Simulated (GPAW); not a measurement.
# SiC (Moissanite) (P6_3mc) in GPAW: settings compared

One crystal, SiC (Moissanite), is run at these levels: PBEsol, PBEsol+D3, PBEsol+D3(BJ), PBEsol+D3(BJ)+ATM, PBEsol+D4; tasks: relaxation of cell and atoms.

Program: GPAW 26.7.0. These are calculated values, not measurements. Logs are shortened: lines on timing, memory, paths and dates and some standing lists are left out, and cuts for length are marked. The log counts tension as positive stress, the text compression.

**1. The crystal as given**

The structure is hexagonal, space group P6_3mc (No. 186). Conventional cell: a = 3.076 Å, b = 3.076 Å, c = 5.048 Å, α = 90.00°, β = 90.00°, γ = 120.00°. Si (site symmetry 3m) is surrounded by 4 C at 1.87 to 1.94 Å. C (site symmetry 3m) has 4 Si at 1.87 to 1.94 Å as nearest neighbours.

**2. Relaxation of cell and atoms, PBEsol**

run.py

```python
from ase import Atoms
from ase.filters import FrechetCellFilter
from ase.io import write
from ase.optimize import BFGS
from gpaw import GPAW, PW, setup_paths

setup_paths.insert(0, '.')

atoms = Atoms(['Si', 'Si', 'C', 'C'],
              cell=[[3.076, 0.0, 0.0],
                    [-1.538, 2.663894142, 0.0],
                    [0.0, 0.0, 5.048]],
              scaled_positions=[[0.6666666667, 0.3333333333, 0.5],
                                [0.3333333333, 0.6666666667, 0.0],
                                [0.6666666667, 0.3333333333, 0.885],
                                [0.3333333333, 0.6666666667, 0.385]],
              pbc=True)

calc = GPAW(mode=PW(800),
            xc='PBEsol',
            kpts={'size': (7, 7, 4), 'gamma': True},
            occupations={'name': 'fermi-dirac', 'width': 0.05},
            nbands=18,
            convergence={'density': 1e-05, 'forces': 0.0001},
            maxiter=150,
            txt='gpaw.txt')
atoms.calc = calc
opt = BFGS(FrechetCellFilter(atoms), trajectory='relax.traj', logfile='-')
done = opt.run(fmax=0.02, steps=60)
calc.write('gs.gpw')
write('result.traj', atoms)
print('Converged:', done)
print('Cell:', atoms.cell.cellpar().round(4))
print('Volume:', round(atoms.get_volume(), 4))
print(atoms.get_scaled_positions().round(5))
```

Potentials or basis: PAW data sets generated in the run's folder for this functional, pw.

Command:

```console
> gpaw-setup -f PBEsol C Si
> OMP_NUM_THREADS=1 python run.py
```

gpaw.txt:

```text
__  _  _
 | _ |_)|_||  |
 |__||  | ||/\| - 26.7.0

Input parameters:
  mode=PW(ecut=800.0),
  convergence={'density': 1e-05, 'forces': 0.0001},
  kpts=MonkhorstPack(size=(7, 7, 4), gamma=True),
  maxiter=150,
  nbands=18,
  occupations=Occupations(name='fermi-dirac', width=0.05),
  xc=XC(name='PBEsol')

Diagonalizing LCAO Hamiltonian
Converting LCAO to pw mode

           C

           Si
        C

        Si

Atoms  # Å, Bohr magnetons
|   | symbol |         x |        y |        z |    initial magnetic moments |
|---|--------|-----------|----------|----------|-----------------------------|
| 0 |     Si |  1.538000 | 0.887965 | 2.524000 | ( 0.0000,  0.0000,  0.0000) |
| 1 |     Si | -0.000000 | 1.775929 | 0.000000 | ( 0.0000,  0.0000,  0.0000) |
| 2 |      C |  1.538000 | 0.887965 | 4.467480 | ( 0.0000,  0.0000,  0.0000) |
| 3 |      C | -0.000000 | 1.775929 | 1.943480 | ( 0.0000,  0.0000,  0.0000) |

Unit cell  # Å
| periodic |         x |        y |        z |  lengths |     angles |
|----------|-----------|----------|----------|----------|------------|
|      yes |  3.076000 | 0.000000 | 0.000000 | 3.076000 |  90.000000 |
|      yes | -1.538000 | 2.663894 | 0.000000 | 3.076000 |  90.000000 |
|      yes |  0.000000 | 0.000000 | 5.048000 | 5.048000 | 120.000000 |

Number of symmetries: 6
Symmetry operations  # r_c * U_cc + t_c -> r_c
|   | kind |            matrix            |
|---|------|------------------------------|
| 0 |  σ   |  1, 1, 0,  0,-1, 0,  0, 0, 1 |
| 1 |  E   |  1, 0, 0,  0, 1, 0,  0, 0, 1 |
| 2 |  C3  |  0, 1, 0, -1,-1, 0,  0, 0, 1 |
| 3 |  σ   |  0,-1, 0, -1, 0, 0,  0, 0, 1 |
| 4 |  σ   | -1, 0, 0,  1, 1, 0,  0, 0, 1 |
| 5 |  C3  | -1,-1, 0,  1, 0, 0,  0, 0, 1 |
[... 188 lines left out ...]
Gap: 2.479 eV
Transition (v -> c):
  (s=0, k=0, n=7, [0.00, 0.00, 0.00]) -> (s=0, k=22, n=8, [0.43, 0.29, 0.00])
Direct/indirect transitions are different
Direct gap: 4.015 eV
Transition at: (s=0, k=19, n=7, [0.43, 0.00, 0.00])

Stress tensor  # eV/Ang^3
|         x |         y |        z |
|-----------|-----------|----------|
| -0.019864 | -0.000000 | 0.000000 |
|  0.000000 | -0.019864 | 0.000000 |
|  0.000000 |  0.000000 | 0.012275 |

Forces  # eV/Ang
|        x |        y |        z |
|----------|----------|----------|
|  0.00000 |  0.00000 |  0.75869 |  # Si   0
| -0.00000 |  0.00000 |  0.75869 |  # Si   1
|  0.00000 |  0.00000 | -0.75867 |  # C    2
|  0.00000 | -0.00000 | -0.75865 |  # C    3
[... 10 lines left out ...]
Atoms  # Å, Bohr magnetons
|   | symbol |         x |        y |        z |    initial magnetic moments |
|---|--------|-----------|----------|----------|-----------------------------|
| 0 |     Si |  1.539129 | 0.888616 | 2.533690 | ( 0.0000,  0.0000,  0.0000) |
| 1 |     Si | -0.000000 | 1.777233 | 0.010834 | ( 0.0000,  0.0000,  0.0000) |
| 2 |      C |  1.539129 | 0.888616 | 4.454622 | ( 0.0000,  0.0000,  0.0000) |
| 3 |      C | -0.000000 | 1.777233 | 1.931766 | ( 0.0000,  0.0000,  0.0000) |

Unit cell  # Å
| periodic |         x |        y |        z |  lengths |     angles |
|----------|-----------|----------|----------|----------|------------|
|      yes |  3.078257 | 0.000000 | 0.000000 | 3.078257 |  90.000000 |
|      yes | -1.539129 | 2.665849 | 0.000000 | 3.078257 |  90.000000 |
|      yes |  0.000000 | 0.000000 | 5.045712 | 5.045712 | 120.000000 |

Number of symmetries: 6
Symmetry operations  # r_c * U_cc + t_c -> r_c
|   | kind |            matrix            |
|---|------|------------------------------|
| 0 |  σ   |  1, 1, 0,  0,-1, 0,  0, 0, 1 |
| 1 |  E   |  1, 0, 0,  0, 1, 0,  0, 0, 1 |
| 2 |  C3  |  0, 1, 0, -1,-1, 0,  0, 0, 1 |
| 3 |  σ   |  0,-1, 0, -1, 0, 0,  0, 0, 1 |
[... 224 lines left out ...]
| 2 |      C |  1.540515 | 0.889417 | 4.440640 | ( 0.0000,  0.0000,  0.0000) |
| 3 |      C | -0.000000 | 1.778833 | 1.918374 | ( 0.0000,  0.0000,  0.0000) |

Unit cell  # Å
| periodic |         x |         y |         z |  lengths |     angles |
|----------|-----------|-----------|-----------|----------|------------|
|      yes |  3.081029 |  0.000000 |  0.000000 | 3.081029 |  90.000000 |
|      yes | -1.540515 |  2.668250 | -0.000000 | 3.081029 |  90.000000 |
|      yes |  0.000000 | -0.000000 |  5.044534 | 5.044534 | 120.000000 |

Number of symmetries: 6
Symmetry operations  # r_c * U_cc + t_c -> r_c
|   | kind |            matrix            |
|---|------|------------------------------|
| 0 |  σ   |  1, 1, 0,  0,-1, 0,  0, 0, 1 |
| 1 |  E   |  1, 0, 0,  0, 1, 0,  0, 0, 1 |
| 2 |  C3  |  0, 1, 0, -1,-1, 0,  0, 0, 1 |
| 3 |  σ   |  0,-1, 0, -1, 0, 0,  0, 0, 1 |
| 4 |  σ   | -1, 0, 0,  1, 1, 0,  0, 0, 1 |
| 5 |  C3  | -1,-1, 0,  1, 0, 0,  0, 0, 1 |
[... 193 lines left out ...]
Stress tensor  # eV/Ang^3
|         x |         y |         z |
|-----------|-----------|-----------|
| -0.000765 |  0.000000 |  0.000000 |
|  0.000000 | -0.000765 |  0.000000 |
|  0.000000 |  0.000000 | -0.009489 |

Forces  # eV/Ang
|        x |       y |        z |
|----------|---------|----------|
|  0.00000 | 0.00000 | -0.04545 |  # Si   0
| -0.00000 | 0.00000 | -0.04545 |  # Si   1
|  0.00000 | 0.00000 |  0.04546 |  # C    2
|  0.00000 | 0.00000 |  0.04547 |  # C    3

Interpolating wave functions to new cell
[... 8 lines left out ...]
Atoms  # Å, Bohr magnetons
|   | symbol |         x |        y |        z |    initial magnetic moments |
|---|--------|-----------|----------|----------|-----------------------------|
| 0 |     Si |  1.540488 | 0.889401 | 2.545674 | ( 0.0000,  0.0000,  0.0000) |
| 1 |     Si | -0.000000 | 1.778802 | 0.022579 | ( 0.0000,  0.0000,  0.0000) |
| 2 |      C |  1.540488 | 0.889401 | 4.443297 | ( 0.0000,  0.0000,  0.0000) |
| 3 |      C | -0.000000 | 1.778802 | 1.920205 | ( 0.0000,  0.0000,  0.0000) |

Unit cell  # Å
| periodic |         x |         y |         z |  lengths |     angles |
|----------|-----------|-----------|-----------|----------|------------|
|      yes |  3.080976 | -0.000000 | -0.000000 | 3.080976 |  90.000000 |
|      yes | -1.540488 |  2.668204 |  0.000000 | 3.080976 |  90.000000 |
|      yes |  0.000000 |  0.000000 |  5.046187 | 5.046187 | 120.000000 |

Number of symmetries: 6
Symmetry operations  # r_c * U_cc + t_c -> r_c
|   | kind |            matrix            |
|---|------|------------------------------|
| 0 |  σ   |  1, 1, 0,  0,-1, 0,  0, 0, 1 |
| 1 |  E   |  1, 0, 0,  0, 1, 0,  0, 0, 1 |
| 2 |  C3  |  0, 1, 0, -1,-1, 0,  0, 0, 1 |
| 3 |  σ   |  0,-1, 0, -1, 0, 0,  0, 0, 1 |
| 4 |  σ   | -1, 0, 0,  1, 1, 0,  0, 0, 1 |
| 5 |  C3  | -1,-1, 0,  1, 0, 0,  0, 0, 1 |
[... 133 lines left out ...]
SCF iterations
|iter     | |      energy | eigst |  dens |force |
|---------|-|-------------|-------|-------|------|
|iter:   1| |  -31.714286 | -3.18 |       |      |
|iter:   2| |  -31.714233 | -5.93 | -2.71 |      |
|iter:   3| |  -31.713922c| -5.02 | -2.75 |      |
|iter:   4| |  -31.713916c| -6.46 | -3.55 |      |
|iter:   5| |  -31.713916c| -7.80c| -4.29 |      |
|iter:   6| |  -31.713916c| -8.70c| -5.06c|      |
|iter:   7| |  -31.713916c| -9.54c| -5.67c|-3.89 |
|iter:   8| |  -31.713916c|-10.36c| -6.19c|-4.17c|

Converged in 8 steps
Energy contributions relative to reference atoms: (reference = -17789.317351)

Energy contributions:
  Kinetic:          32.422199
  Coulomb:         -27.452344
  Zero:             -0.026806
  External:          0.000000
  Xc:              -36.656965
  Entropy:          -0.000000
  Spinorbit:         0.000000
  ----------------------------
  Free energy:     -31.713916
  Extrapolated:    -31.713916
[... 57 lines left out ...]
Atoms  # Å, Bohr magnetons
|   | symbol |         x |        y |        z |    initial magnetic moments |
|---|--------|-----------|----------|----------|-----------------------------|
| 0 |     Si |  1.540597 | 0.889464 | 2.546594 | ( 0.0000,  0.0000,  0.0000) |
| 1 |     Si | -0.000000 | 1.778928 | 0.022359 | ( 0.0000,  0.0000,  0.0000) |
| 2 |      C |  1.540597 | 0.889464 | 4.445537 | ( 0.0000,  0.0000,  0.0000) |
| 3 |      C | -0.000000 | 1.778928 | 1.921303 | ( 0.0000,  0.0000,  0.0000) |

Unit cell  # Å
| periodic |         x |        y |         z |  lengths |     angles |
|----------|-----------|----------|-----------|----------|------------|
|      yes |  3.081194 | 0.000000 | -0.000000 | 3.081194 |  90.000000 |
|      yes | -1.540597 | 2.668392 |  0.000000 | 3.081194 |  90.000000 |
|      yes |  0.000000 | 0.000000 |  5.048469 | 5.048469 | 120.000000 |

Number of symmetries: 6
Symmetry operations  # r_c * U_cc + t_c -> r_c
|   | kind |            matrix            |
|---|------|------------------------------|
| 0 |  σ   |  1, 1, 0,  0,-1, 0,  0, 0, 1 |
| 1 |  E   |  1, 0, 0,  0, 1, 0,  0, 0, 1 |
| 2 |  C3  |  0, 1, 0, -1,-1, 0,  0, 0, 1 |
| 3 |  σ   |  0,-1, 0, -1, 0, 0,  0, 0, 1 |
| 4 |  σ   | -1, 0, 0,  1, 1, 0,  0, 0, 1 |
| 5 |  C3  | -1,-1, 0,  1, 0, 0,  0, 0, 1 |
[... 192 lines left out ...]
Stress tensor  # eV/Ang^3
|         x |         y |         z |
|-----------|-----------|-----------|
| -0.001101 |  0.000000 |  0.000000 |
|  0.000000 | -0.001101 |  0.000000 |
|  0.000000 |  0.000000 | -0.005147 |

Forces  # eV/Ang
|        x |       y |        z |
|----------|---------|----------|
|  0.00000 | 0.00000 |  0.01404 |  # Si   0
|  0.00000 | 0.00000 |  0.01405 |  # Si   1
| -0.00000 | 0.00000 | -0.01402 |  # C    2
|  0.00000 | 0.00000 | -0.01403 |  # C    3

Interpolating wave functions to new cell
[... 8 lines left out ...]
Atoms  # Å, Bohr magnetons
|   | symbol |         x |        y |        z |    initial magnetic moments |
|---|--------|-----------|----------|----------|-----------------------------|
| 0 |     Si |  1.540930 | 0.889656 | 2.549770 | ( 0.0000,  0.0000,  0.0000) |
| 1 |     Si | -0.000000 | 1.779313 | 0.022565 | ( 0.0000,  0.0000,  0.0000) |
| 2 |      C |  1.540930 | 0.889656 | 4.450593 | ( 0.0000,  0.0000,  0.0000) |
| 3 |      C | -0.000000 | 1.779313 | 1.923387 | ( 0.0000,  0.0000,  0.0000) |

Unit cell  # Å
| periodic |         x |         y |        z |  lengths |     angles |
|----------|-----------|-----------|----------|----------|------------|
|      yes |  3.081860 | -0.000000 | 0.000000 | 3.081860 |  90.000000 |
|      yes | -1.540930 |  2.668969 | 0.000000 | 3.081860 |  90.000000 |
|      yes |  0.000000 | -0.000000 | 5.054411 | 5.054411 | 120.000000 |

Number of symmetries: 6
Symmetry operations  # r_c * U_cc + t_c -> r_c
|   | kind |            matrix            |
|---|------|------------------------------|
| 0 |  σ   |  1, 1, 0,  0,-1, 0,  0, 0, 1 |
| 1 |  E   |  1, 0, 0,  0, 1, 0,  0, 0, 1 |
| 2 |  C3  |  0, 1, 0, -1,-1, 0,  0, 0, 1 |
| 3 |  σ   |  0,-1, 0, -1, 0, 0,  0, 0, 1 |
| 4 |  σ   | -1, 0, 0,  1, 1, 0,  0, 0, 1 |
| 5 |  C3  | -1,-1, 0,  1, 0, 0,  0, 0, 1 |
[... 199 lines left out ...]
Forces  # eV/Ang
|        x |        y |        z |
|----------|----------|----------|
|  0.00000 | -0.00000 |  0.01718 |  # Si   0
| -0.00000 |  0.00000 |  0.01720 |  # Si   1
|  0.00000 |  0.00000 | -0.01714 |  # C    2
| -0.00000 |  0.00000 | -0.01717 |  # C    3

# Writing to gs.gpw (mode='')
```

It took 2.4 min on 1 thread of Intel Xeon Platinum 8488C (Sapphire Rapids), shared host; peak memory 0.23 GiB.

Results:

```yaml
Free_energy: -31.7143 eV
Relaxed_volume: 10.39 Å³/atom
Relaxed_cell: a = 3.082 Å, b = 3.082 Å, c = 5.054 Å, α = 90.00°, β = 90.00°, γ = 120.00°
Space_group_after_relaxing_to_0.05_Å: P6_3mc (No. 186)
Energy_gained_by_relaxing: 9.4 meV/atom
Ionic_steps: 6
Pressure_after_relaxing: 0.0 GPa
Largest_force_after_relaxing: 0.017 eV/Å
Band_gap_on_the_k_mesh: 2.45 eV, indirect (least direct gap 3.90 eV)
```

Forces on the atoms (eV/Å):
```
Si   0.000  0.000  0.017
Si   0.000  0.000  0.017
C    0.000  0.000 -0.017
C    0.000  0.000 -0.017
```

Stress tensor (GPa, compression positive):
```
-0.02  0.00  0.00
 0.00 -0.02  0.00
 0.00  0.00  0.15
```

Step by step:
```
step  energy change (eV)  largest force (eV/Å)  pressure (GPa)  volume (Å³)
   1              0.0000                0.7587            1.47        41.36
   2             -0.0267                0.4134            1.03        41.41
   3             -0.0370                0.0455            0.59        41.47
   4             -0.0372                0.0019            0.52        41.48
   5             -0.0373                0.0141            0.39        41.51
   6             -0.0376                0.0172            0.04        41.57
```

Final structure:
```yaml
crystal:
  lattice:
    - [3.08186, 0.00000, 0.00000]
    - [-1.54093, 2.66897, 0.00000]
    - [0.00000, 0.00000, 5.05441]
  atoms:
    - { symbol: Si, position: [0.66667, 0.33333, 0.50446] }
    - { symbol: Si, position: [0.33333, 0.66667, 0.00446] }
    - { symbol: C, position: [0.66667, 0.33333, 0.88054] }
    - { symbol: C, position: [0.33333, 0.66667, 0.38054] }
```

Levels at points of the mesh, in eV from the valence-band top:
| k point | band 4 | band 5 | band 6 | band 7 | band 8 | band 9 | band 10 | band 11 | band 12 | band 13 |
| --- | --- | --- | --- | --- | --- | --- | --- | --- | --- | --- |
| (0.00, 0.00, 0.00) | -1.33 | -1.33 | -0.10 | 0.00 | 0.00 | 4.69 | 6.14 | 6.55 | 6.55 | 7.64 |
| (0.00, 0.00, 0.50) | -4.45 | -0.72 | -0.72 | -0.72 | -0.72 | 5.78 | 5.78 | 7.24 | 7.24 | 7.24 |

Caveat: later steps reuse the first step's grids; an odd mesh through Γ misses points on the zone boundary, where band edges often lie. Zero-point motion and thermal expansion aren't in these numbers.

**3. Relaxation of cell and atoms, PBEsol+D3**

run.py: that of step 2 with these lines changed.

```diff
@@ -1,2 +1,3 @@
 from ase import Atoms
+from ase.calculators.mixing import SumCalculator
 from ase.filters import FrechetCellFilter
@@ -4,2 +5,3 @@
 from ase.optimize import BFGS
+from dftd3.ase import DFTD3
 from gpaw import GPAW, PW, setup_paths
@@ -26,3 +28,3 @@
             txt='gpaw.txt')
-atoms.calc = calc
+atoms.calc = SumCalculator([calc, DFTD3(method='pbesol', damping='d3zero')])
 opt = BFGS(FrechetCellFilter(atoms), trajectory='relax.traj', logfile='-')
```

Potentials or basis: PAW data sets generated in the run's folder for this functional, pw.

Command:

```console
> gpaw-setup -f PBEsol C Si
> OMP_NUM_THREADS=1 python run.py
```

Run time: 2.1 min. Hardware: 1 thread of Intel Xeon Platinum 8488C (Sapphire Rapids), shared host; peak memory 0.24 GiB.

The run converged. Its results:

```yaml
Free_energy: -32.1681 eV
Relaxed_volume: 10.32 Å³/atom
Relaxed_cell: a = 3.075 Å, b = 3.075 Å, c = 5.042 Å, α = 90.00°, β = 90.00°, γ = 120.00°
Space_group_after_relaxing_to_0.05_Å: P6_3mc (No. 186)
Energy_gained_by_relaxing: 9.0 meV/atom
Ionic_steps: 6
Pressure_after_relaxing: 0.0 GPa
Largest_force_after_relaxing: 0.007 eV/Å
Band_gap_on_the_k_mesh: 2.43 eV, indirect (least direct gap 3.91 eV)
Dispersion_energy_per_atom: -0.114 eV
```

Forces in eV/Å, atoms in the order of the input:
```
Si   0.000  0.000  0.007
Si   0.000  0.000  0.007
C    0.000  0.000 -0.007
C    0.000  0.000 -0.007
```

Stress tensor (GPa, compression positive):
```
0.02 0.00 0.00
0.00 0.02 0.00
0.00 0.00 0.10
```

Step by step:
```tsv
step	energy change (eV)	largest force (eV/Å)	pressure (GPa)	volume (Å³)
1	0.0000	0.7517	-0.15	41.36
2	-0.0259	0.4107	-0.32	41.36
3	-0.0356	0.0458	-0.29	41.34
4	-0.0358	0.0053	-0.26	41.33
5	-0.0358	0.0088	-0.21	41.32
6	-0.0359	0.0067	0.04	41.28
```

Final structure:
```
Si C
1.0
     3.07453    0.00000    0.00000
    -1.53726    2.66262    0.00000
     0.00000    0.00000    5.04246
Si C
2 2
Cartesian
  1.5373 0.8875 2.5439
  0.0000 1.7751 0.0227
  1.5373 0.8875 4.4399
  0.0000 1.7751 1.9187
```

Levels at points of the mesh, in eV from the valence-band top:
```tsv
k point	band 6	band 7	band 8	band 9	band 10	band 11
(0.00, 0.00, 0.00)	-0.10	0.00	0.00	4.75	6.21	6.59
(0.00, 0.00, 0.50)	-0.72	-0.72	-0.72	5.84	5.84	7.28
```

Caveat: later steps reuse the first step's grids; an odd mesh through Γ misses points on the zone boundary, where band edges often lie. As with any semilocal functional, this PBEsol gap is likely too small.

**4. Relaxation of cell and atoms, PBEsol+D3(BJ)**

run.py: that of step 3 with these lines changed.

```diff
@@ -28,3 +28,3 @@
             txt='gpaw.txt')
-atoms.calc = SumCalculator([calc, DFTD3(method='pbesol', damping='d3zero')])
+atoms.calc = SumCalculator([calc, DFTD3(method='pbesol', damping='d3bj')])
 opt = BFGS(FrechetCellFilter(atoms), trajectory='relax.traj', logfile='-')
```

Command:

```console
> gpaw-setup -f PBEsol C Si
> OMP_NUM_THREADS=1 python run.py
```

Run time: 2.4 min. Hardware: 1 thread of Intel Xeon Platinum 8488C (Sapphire Rapids), shared host; peak memory 0.29 GiB.

The run converged. Its results:

```
Free energy                            : -32.6841 eV
Relaxed volume                         : 10.22 Å³/atom
Relaxed cell                           : a = 3.065 Å, b = 3.065 Å, c = 5.026 Å, α = 90.00°, β = 90.00°, γ = 120.00°
Space group after relaxing (to 0.05 Å) : P6_3mc (No. 186)
Energy gained by relaxing              : 9.9 meV/atom
Ionic steps                            : 7
Pressure after relaxing                : 0.0 GPa
Largest force after relaxing           : 0.007 eV/Å
Band gap on the k mesh                 : 2.42 eV, indirect (least direct gap 3.93 eV)
Dispersion energy per atom             : -0.245 eV
```

Forces on the atoms (eV/Å):
```
Si   0.000  0.000  0.007
Si   0.000  0.000  0.007
C    0.000  0.000 -0.007
C    0.000  0.000 -0.007
```

Stress tensor (GPa, compression positive):
```
-0.01  0.00  0.00
 0.00 -0.01  0.00
 0.00  0.00  0.12
```

Step by step:
```tsv
step	energy change (eV)	largest force (eV/Å)	pressure (GPa)	volume (Å³)
1	0.0000	0.7580	-2.33	41.36
2	-0.0272	0.4157	-2.18	41.30
3	-0.0384	0.0696	-1.51	41.16
4	-0.0390	0.0144	-1.33	41.12
5	-0.0395	0.0303	-0.71	41.01
6	-0.0397	0.0258	-0.13	40.91
7	-0.0397	0.0072	0.03	40.88
```

Final structure:
```cif
data_structure
_symmetry_space_group_name_H-M 'P 1'
_symmetry_Int_Tables_number 1
_cell_length_a 3.0646
_cell_length_b 3.0646
_cell_length_c 5.0262
_cell_angle_alpha 90.000
_cell_angle_beta 90.000
_cell_angle_gamma 120.000
_cell_volume 40.88
loop_
_atom_site_label
_atom_site_type_symbol
_atom_site_fract_x
_atom_site_fract_y
_atom_site_fract_z
_atom_site_occupancy
Si1 Si 0.66667 0.33333 0.50454 1
Si2 Si 0.33333 0.66667 0.00454 1
C1 C 0.66667 0.33333 0.88046 1
C2 C 0.33333 0.66667 0.38046 1
```

Levels at points of the mesh, in eV from the valence-band top:
```
           k point  band 4  band 5  band 6  band 7  band 8  band 9  band 10  band 11  band 12  band 13
(0.00, 0.00, 0.00)   -1.33   -1.33   -0.11    0.00    0.00    4.83     6.31     6.65     6.65     7.78
(0.00, 0.00, 0.50)   -4.48   -0.72   -0.72   -0.72   -0.72    5.93     5.93     7.33     7.33     7.33
```

Caveat: later steps reuse the first step's grids; an odd mesh through Γ misses points on the zone boundary, where band edges often lie. PBEsol gaps usually lie below the measured ones, often by a third to a half.

[end of part 1 of 2]
